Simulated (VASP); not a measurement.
SnSe:

```
CELL_PARAMETERS angstrom
11.19790 0.00000 0.00000
0.00000 4.06926 0.00000
0.00000 0.00000 4.27136
ATOMIC_POSITIONS crystal
Sn 0.11780 0.25000 0.09307
Sn 0.38220 0.75000 0.59307
Sn 0.61780 0.25000 0.40693
Sn 0.88220 0.75000 0.90693
Se 0.35742 0.25000 0.02219
Se 0.14258 0.75000 0.52219
Se 0.85742 0.25000 0.47781
Se 0.64258 0.75000 0.97781
```

The cell isn't the ideal one: a relaxed cell with its volume scaled by 0.94.

| Item | Value |
| --- | --- |
| Program | VASP 6.6.1 |
| Task | relaxation of shape and atoms at fixed volume |
| Functional | PBEsol |
| Potentials or basis | VASP PAW PBE potentials, release 64 (Sn_d, Se) |
| Cutoff | 600 eV |
| k mesh | 4 × 8 × 8 |
| Occupations | gaussian, width 0.03 eV |
| Spin | no spin polarisation |

At the start: pressure 4.0 GPa; volume 24.33 Å³/atom.

Task: Where does the relaxation end?

Result: Over 19 steps the energy falls by 6.0 meV/atom; space group Pnma (No. 62, to 0.05 Å).

Step by step:
```tsv
step	energy change (eV)	largest force (eV/Å)	pressure (GPa)
1	0.0000	0.3496	4.02
2	-0.0277	0.1973	3.54
3	-0.0400	0.0546	2.99
4	-0.0423	0.0235	2.93
5	-0.0423	0.0256	2.93
6	-0.0429	0.0263	2.93
7	-0.0439	0.0284	2.91
8	-0.0439	0.0288	2.90
9	-0.0444	0.0239	2.89
10	-0.0452	0.0216	2.85
11	-0.0449	0.0424	2.79
12	-0.0454	0.0297	2.82
13	-0.0459	0.0345	2.83
14	-0.0463	0.0435	2.83
15	-0.0467	0.0366	2.83
16	-0.0474	0.0163	2.81
17	-0.0474	0.0257	2.77
18	-0.0476	0.0088	2.79
19	-0.0478	0.0078	2.78
```

Final structure:
```
Sn Se
1.0
    11.21120    0.00000    0.00000
     0.00000    4.11054    0.00000
     0.00000    0.00000    4.22345
Sn Se
4 4
Direct
  0.11658 0.25000 0.07140
  0.38342 0.75000 0.57140
  0.61658 0.25000 0.42860
  0.88342 0.75000 0.92860
  0.35952 0.25000 0.02041
  0.14048 0.75000 0.52041
  0.85952 0.25000 0.47959
  0.64048 0.75000 0.97959
```

Caveat: the PAW data sets were made with another functional, which shifts forces and pressure a little.
